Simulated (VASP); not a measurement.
# TiO2 (Anatase) (I4_1/amd) in VASP: a series of runs

One crystal, TiO2 (Anatase), is run at these levels: PBE, TB-mBJ; tasks: band structure.

Everything below comes from runs of VASP 6.6.1. Logs are shortened: lines on timing, memory, paths and dates and some standing lists are left out, and cuts for length are marked.

## (1) The structure

The structure is tetragonal, space group I4_1/amd (No. 141). The conventional cell has a = 3.784 Å, b = 3.784 Å, c = 9.515 Å, α = 90.00°, β = 90.00°, γ = 90.00°. Around Ti (site symmetry -4m2) lie 6 O at 1.93 to 1.98 Å. O (site symmetry 2mm) has 3 Ti at 1.93 to 1.98 Å as nearest neighbours.

## (2) Band structure, PBE

Contents of INCAR:

```
PREC     = Accurate       # precision mode
ENCUT    = 520            # plane-wave cutoff, eV
EDIFF    = 1E-6           # SCF threshold, eV
ISMEAR   = 0              # smearing method
SIGMA    = 0.03           # smearing width, eV
LREAL    = False          # projectors in reciprocal space
LASPH    = True           # aspherical terms in the spheres
NELM     = 80             # most SCF steps
ALGO     = Normal         # electronic algorithm
ISIF     = 2              # what is computed and relaxed
LWAVE    = False          # write WAVECAR
LCHARG   = False          # write CHGCAR
LMAXMIX  = 4              # l up to which the mixer works
GGA      = PE             # functional
NBANDS   = 33             # bands
KPAR     = 2
```

Contents of KPOINTS:

```
regular mesh
0
Gamma
  10 10 10
```

Contents of POSCAR:

```
TiO2
1.0
   -1.8921000000      1.8921000000      4.7573000000
    1.8921000000     -1.8921000000      4.7573000000
    1.8921000000      1.8921000000     -4.7573000000
Ti O
2 4
Direct
    0.0000000000      0.0000000000      0.0000000000
    0.7500000000      0.2500000000      0.5000000000
    0.2081000000      0.2081000000      0.0000000000
    0.9581000000      0.4581000000      0.5000000000
    0.5419000000      0.0419000000      0.5000000000
    0.7919000000      0.7919000000      0.0000000000
```

Contents of KPOINTS_OPT:

```
explicit points
221
Reciprocal
 0.0000000000  0.0000000000  0.0000000000 1
-0.0263157895  0.0263157895  0.0000000000 1
-0.0526315789  0.0526315789  0.0000000000 1
-0.0789473684  0.0789473684  0.0000000000 1
-0.1052631579  0.1052631579  0.0000000000 1
-0.1315789474  0.1315789474  0.0000000000 1
[... 213 lines left out ...]
-0.2500000000  0.7500000000 -0.2500000000 1
 0.0000000000  0.0000000000  0.0000000000 1
```

Potentials or basis: VASP PAW PBE potentials, release 64 (Ti_sv, O).

Launch:

```console
> cat potpaw_PBE.64/Ti_sv/POTCAR potpaw_PBE.64/O/POTCAR > POTCAR
> mpirun -np 2 vasp_std > vasp.out
```

OUTCAR:

```text
PREC = Accurate
   ENCUT = 520
   EDIFF = 1E-6
   ISMEAR = 0
   LREAL = False
   LASPH = True
   NELM = 80
   ISIF = 2
   GGA = PE

 ion  position               nearest neighbor table
   1  0.000  0.000  0.000-   5 1.93   4 1.93   5 1.93   4 1.93   3 1.98   6 1.98
   2  0.750  0.250  0.500-   6 1.93   3 1.93   6 1.93   3 1.93   4 1.98   5 1.98
   3  0.208  0.208  0.000-   2 1.93   2 1.93   1 1.98
   4  0.958  0.458  0.500-   1 1.93   1 1.93   2 1.98
   5  0.542  0.042  0.500-   1 1.93   1 1.93   2 1.98
   6  0.792  0.792  0.000-   2 1.93   2 1.93   1 1.98

  LATTYP: Found a body centered tetragonal cell.
 ALAT       =     3.7842000000
 C/A-ratio  =     2.5142962846

  Lattice vectors:

 A1 = (  -1.8921000000,   1.8921000000,   4.7573000000)
 A2 = (   1.8921000000,  -1.8921000000,   4.7573000000)
 A3 = (   1.8921000000,   1.8921000000,  -4.7573000000)

Analysis of symmetry for initial positions (statically):
=====================================================================
 Subroutine PRICEL returns:
 Original cell was already a primitive cell.

 Routine SETGRP: Setting up the symmetry group for a
 body centered tetragonal supercell.

 Subroutine GETGRP returns: Found 16 space group operations
 (whereof  8 operations were pure point group operations)
 out of a pool of 16 trial point group operations.

The static configuration has the point symmetry D_2d.
 The point group associated with its full space group is D_4h.

Analysis of symmetry for dynamics (positions and initial velocities):
=====================================================================
 Subroutine PRICEL returns:
 Original cell was already a primitive cell.

 Routine SETGRP: Setting up the symmetry group for a
 body centered tetragonal supercell.

 Subroutine GETGRP returns: Found 16 space group operations
 (whereof  8 operations were pure point group operations)
 out of a pool of 16 trial point group operations.

The dynamic configuration has the point symmetry D_2d.
 The point group associated with its full space group is D_4h.

 Subroutine INISYM returns: Found 16 space group operations
 (whereof  8 operations are pure point group operations),
 and found     1 'primitive' translations

----------------------------------------------------------------------------------------

                                     Primitive cell

  volume of cell :      68.1253

  direct lattice vectors                    reciprocal lattice vectors
[... 101 lines left out ...]
   ISIF   =      2    stress and relaxation
   ISYM   =      2    0-nonsym 1-usesym 2-fastsym
   POTIM  = 0.5000    time-step for ionic-motion
   TEBEG  =    0.0;   TEEND  =   0.0 temperature during run
   PSTRESS=    0.0 pullay stress
   NELECT =      48.0000    total number of electrons
   NUPDOWN=      -1.0000    fix difference up-down
   EMIN   =  10.00;   EMAX   =-10.00  energy-range for DOS
   EFERMI =   0.00;   METHOD = LEGACY
   ISMEAR =     0;   SIGMA  =   0.03  broadening in eV -4-tet -1-fermi 0-gaus
   EFERMI_NEDOS =   21; number of points for ismear=-14 and -15
   IALGO  =     38    algorithm
   IMIX   =      4    mixing-type and parameters
     AMIX     =   0.40;   BMIX     =  1.00
     AMIX_MAG =   1.60;   BMIX_MAG =  1.00
  volume/ion in A,a.u.               =      11.35        76.62
  Fermi-wavevector in a.u.,A,eV,Ry     =   1.456752  2.752862 28.873289  2.122127
  Thomas-Fermi vector in A             =   2.573634
   LORBIT       =      0    0 simple, 1 ext, 2 COOP (PROOUT), +10 PAW based schemes
   GGA     = PE    functional components
   LHFCALC =     F    Hartree Fock is set to
   AEXX    =    0.0000 exact exchange contribution
   IVDW    =     0    specifies the selected vdW correction
   LEPSILON=     F    determine dielectric tensor
   LRPA    =     F    only Hartree local field effects (RPA)
 non-spin polarized calculation
 Gauss-broadening in eV      SIGMA  =   0.03
  energy-cutoff  :      520.00
  volume of cell :       68.13
 maximum number of plane-waves:      1850
 NGX is ok and might be reduce to    42
   NGX = 21   NGY = 21   NGZ = 21

 number of electron      47.9999989 magnetization

 Free energy of the ion-electron system (eV)
  ---------------------------------------------------
  ext. energy  EPLUGINS =         0.00000000
  ---------------------------------------------------
  free energy    TOTEN  =       -53.82579170 eV

  energy without entropy =      -53.82579170  energy(sigma->0) =      -53.82579170

 E-fermi :   3.6105     XC(G=0): -10.7370

 val. band max:        3.3923614818   @ k =  -0.4000   0.4000   0.0000
 cond. band min:       5.5045464494   @ k =   0.0000   0.0000   0.0000
 fundamental gap:      2.1121849676
 Fermi energy:         3.6104548515

 k-point     1 :       0.0000    0.0000    0.0000
  band No.  band energies     occupation
      1     -52.9933      2.00000
      2     -52.9326      2.00000
      3     -29.4603      2.00000
      4     -29.2188      2.00000
      5     -29.2188      2.00000
      6     -29.1469      2.00000
[... 853 lines left out ...]
     32       9.9273      0.00000
     33      10.7740      0.00000

 [... further k-points ...]

------------------------ aborting loop because EDIFF is reached ----------------------------------------

  FORCE on cell =-STRESS in cart. coord.  units (eV):
  Direction    XX          YY          ZZ          XY          YZ          ZX
  --------------------------------------------------------------------------------------
  -------------------------------------------------------------------------------------
  Total        2.3111300      2.3111300      2.8969470      0.0000000      0.0000000      0.0000000
  in kB       54.3533432     54.3533432     68.1306340      0.0000000      0.0000000      0.0000000
  external PRESSURE =      58.9457735 kB  Pullay stress =       0.0000000 kB

 VOLUME and BASIS-vectors are now :
 -----------------------------------------------------------------------------
  energy-cutoff  :      520.00
  volume of cell :       68.13
      direct lattice vectors                 reciprocal lattice vectors
    -1.892100000  1.892100000  4.757300000     0.000000000  0.264256646  0.105101633
     1.892100000 -1.892100000  4.757300000     0.264256646  0.000000000  0.105101633
     1.892100000  1.892100000 -4.757300000     0.264256646  0.264256646  0.000000000

 POSITION                                       TOTAL-FORCE (eV/Angst)
 -----------------------------------------------------------------------------------
      0.00000      0.00000      0.00000        -0.000000     -0.000000      0.000000
      0.00000      1.89210      2.37865        -0.000000     -0.000000      0.000000
      0.00000      0.00000      1.97999        -0.000000     -0.000000      0.124397
      0.00000      1.89210      4.35864        -0.000000     -0.000000      0.124397
      0.00000      1.89210      0.39866         0.000000      0.000000     -0.124397
      0.00000      0.00000      7.53461         0.000000      0.000000     -0.124397
 -----------------------------------------------------------------------------------
    total drift:                                0.000000      0.000000      0.000000

  FREE ENERGIE OF THE ION-ELECTRON SYSTEM (eV)
  ---------------------------------------------------
  free  energy   TOTEN  =       -53.8257917001 eV

  energy  without entropy=      -53.8257917001  energy(sigma->0) =      -53.82579170
```

Run time: 5.2 min. Hardware: 2 MPI ranks of AMD EPYC 9R45 (Zen 5), shared host; peak memory 0.42 GiB.

What came out:

- Free energy: -53.8258 eV
- Pressure: 5.9 GPa
- Largest force: 0.124 eV/Å
- Band gap on the k mesh: 2.11 eV, indirect (least direct gap 2.44 eV)
- Band gap along the path: 2.10 eV, indirect (least direct gap 2.44 eV)

Forces in eV/Å, atoms in the order of the input:
```
Ti   0.000  0.000  0.000
Ti   0.000  0.000  0.000
O    0.000  0.000  0.124
O    0.000  0.000  0.124
O    0.000  0.000 -0.124
O    0.000  0.000 -0.124
```

Stress tensor (GPa, compression positive):
```
5.44 0.00 0.00
0.00 5.44 0.00
0.00 0.00 6.81
```

Levels at the corners of the path, in eV from the valence-band top:
```
point  band 22  band 23  band 24  band 25  band 26  band 27
    Γ    -0.77    -0.48    -0.48     2.10     2.84     3.98
    X    -2.07    -0.05    -0.05     3.33     3.33     3.80
    X    -2.07    -0.05    -0.05     3.33     3.33     3.80
    Y    -1.91    -0.09    -0.09     3.30     3.30     3.75
    Y    -1.91    -0.09    -0.09     3.30     3.30     3.75
    S    -0.94    -0.91    -0.82     3.20     3.46     3.56
    S    -0.94    -0.91    -0.82     3.20     3.46     3.56
    Γ    -0.77    -0.48    -0.48     2.10     2.84     3.98
    Γ    -0.77    -0.48    -0.48     2.10     2.84     3.98
    Z    -1.27    -0.13    -0.13     2.45     2.45     3.76
    Z    -1.27    -0.13    -0.13     2.45     2.45     3.76
   S1    -0.94    -0.91    -0.82     3.20     3.46     3.56
   S1    -0.94    -0.91    -0.82     3.20     3.46     3.56
    N    -0.96    -0.85    -0.65     3.22     3.54     3.55
    N    -0.96    -0.85    -0.65     3.22     3.54     3.55
    P    -1.60    -0.25    -0.25     3.56     3.56     3.59
    P    -1.60    -0.25    -0.25     3.56     3.56     3.59
   Y1    -1.91    -0.09    -0.09     3.30     3.30     3.75
   Y1    -1.91    -0.09    -0.09     3.30     3.30     3.75
    Z    -1.27    -0.13    -0.13     2.45     2.45     3.76
    X    -2.07    -0.05    -0.05     3.33     3.33     3.80
    P    -1.60    -0.25    -0.25     3.56     3.56     3.59
```

## (3) Band structure, TB-mBJ

POSCAR is that of step 2.

Contents of INCAR.step1:

```
PREC     = Accurate       # precision mode
ENCUT    = 520            # plane-wave cutoff, eV
EDIFF    = 1E-5           # SCF threshold, eV
ISMEAR   = 0              # smearing method
SIGMA    = 0.03           # smearing width, eV
LREAL    = False          # projectors in reciprocal space
LASPH    = True           # aspherical terms in the spheres
NELM     = 80             # most SCF steps
ALGO     = Normal         # electronic algorithm
ISIF     = 2              # what is computed and relaxed
LWAVE    = True           # write WAVECAR
LCHARG   = False          # write CHGCAR
LMAXMIX  = 4              # l up to which the mixer works
NBANDS   = 33             # bands
KPAR     = 2            
GGA      = PE             # functional
```

Contents of INCAR.step2:

```
PREC     = Accurate       # precision mode
ENCUT    = 520            # plane-wave cutoff, eV
EDIFF    = 1E-6           # SCF threshold, eV
ISMEAR   = 0              # smearing method
SIGMA    = 0.03           # smearing width, eV
LREAL    = False          # projectors in reciprocal space
LASPH    = True           # aspherical terms in the spheres
NELM     = 80             # most SCF steps
ALGO     = Normal         # electronic algorithm
ISIF     = 2              # what is computed and relaxed
LWAVE    = False          # write WAVECAR
LCHARG   = False          # write CHGCAR
LMAXMIX  = 4              # l up to which the mixer works
METAGGA  = MBJ            # meta-GGA
NBANDS   = 33             # bands
KPAR     = 2            
ISTART   = 1
```

KPOINTS is that of step 2.

KPOINTS_OPT is that of step 2.

Potentials or basis: VASP PAW PBE potentials, release 64 (Ti_sv, O).

Launch:

```console
> cat potpaw_PBE.64/Ti_sv/POTCAR potpaw_PBE.64/O/POTCAR > POTCAR
> cp INCAR.step1 INCAR
> mpirun -np 2 vasp_std > vasp.out
> cp INCAR.step2 INCAR
> mpirun -np 2 vasp_std > vasp.out
```

Run time: 14 min. Hardware: 2 MPI ranks of AMD EPYC 9R45 (Zen 5), shared host; peak memory 0.47 GiB.

It converged, with:

```yaml
Band_gap_on_the_k_mesh: 3.14 eV, indirect (least direct gap 3.49 eV)
Band_gap_along_the_path: 3.13 eV, indirect (least direct gap 3.48 eV)
```

Levels at the corners of the path, in eV from the valence-band top:
| point | band 20 | band 21 | band 22 | band 23 | band 24 | band 25 | band 26 | band 27 | band 28 | band 29 |
| --- | --- | --- | --- | --- | --- | --- | --- | --- | --- | --- |
| Γ | -0.87 | -0.81 | -0.81 | -0.44 | -0.44 | 3.13 | 3.75 | 4.85 | 4.85 | 4.87 |
| X | -2.61 | -1.83 | -1.83 | -0.04 | -0.04 | 4.20 | 4.20 | 4.55 | 4.55 | 5.57 |
| X | -2.61 | -1.83 | -1.83 | -0.04 | -0.04 | 4.20 | 4.20 | 4.55 | 4.55 | 5.57 |
| Y | -2.67 | -1.70 | -1.70 | -0.08 | -0.08 | 4.17 | 4.17 | 4.50 | 4.50 | 5.47 |
| Y | -2.67 | -1.70 | -1.70 | -0.08 | -0.08 | 4.17 | 4.17 | 4.50 | 4.50 | 5.47 |
| S | -1.57 | -1.12 | -0.93 | -0.88 | -0.76 | 4.13 | 4.31 | 4.34 | 4.40 | 4.98 |
| S | -1.57 | -1.12 | -0.93 | -0.88 | -0.76 | 4.13 | 4.31 | 4.34 | 4.40 | 4.98 |
| Γ | -0.87 | -0.81 | -0.81 | -0.44 | -0.44 | 3.13 | 3.75 | 4.85 | 4.85 | 4.87 |
| Γ | -0.87 | -0.81 | -0.81 | -0.44 | -0.44 | 3.13 | 3.75 | 4.85 | 4.85 | 4.87 |
| Z | -1.27 | -1.24 | -1.24 | -0.17 | -0.17 | 3.43 | 3.43 | 4.70 | 4.70 | 4.94 |
| Z | -1.27 | -1.24 | -1.24 | -0.17 | -0.17 | 3.43 | 3.43 | 4.70 | 4.70 | 4.94 |
| S1 | -1.57 | -1.12 | -0.93 | -0.88 | -0.76 | 4.13 | 4.31 | 4.34 | 4.40 | 4.98 |
| S1 | -1.57 | -1.12 | -0.93 | -0.88 | -0.76 | 4.13 | 4.31 | 4.34 | 4.40 | 4.98 |
| N | -1.78 | -1.65 | -0.91 | -0.79 | -0.70 | 4.18 | 4.28 | 4.43 | 4.44 | 5.02 |
| N | -1.78 | -1.65 | -0.91 | -0.79 | -0.70 | 4.18 | 4.28 | 4.43 | 4.44 | 5.02 |
| P | -2.97 | -1.49 | -1.49 | -0.17 | -0.17 | 4.36 | 4.36 | 4.40 | 4.40 | 5.56 |
| P | -2.97 | -1.49 | -1.49 | -0.17 | -0.17 | 4.36 | 4.36 | 4.40 | 4.40 | 5.56 |
| Y1 | -2.67 | -1.70 | -1.70 | -0.08 | -0.08 | 4.17 | 4.17 | 4.50 | 4.50 | 5.47 |
| Y1 | -2.67 | -1.70 | -1.70 | -0.08 | -0.08 | 4.17 | 4.17 | 4.50 | 4.50 | 5.47 |
| Z | -1.27 | -1.24 | -1.24 | -0.17 | -0.17 | 3.43 | 3.43 | 4.70 | 4.70 | 4.94 |
| X | -2.61 | -1.83 | -1.83 | -0.04 | -0.04 | 4.20 | 4.20 | 4.55 | 4.55 | 5.57 |
| P | -2.97 | -1.49 | -1.49 | -0.17 | -0.17 | 4.36 | 4.36 | 4.40 | 4.40 | 5.56 |

Caveat: the PAW data sets were made with another functional, which shifts forces and pressure a little.
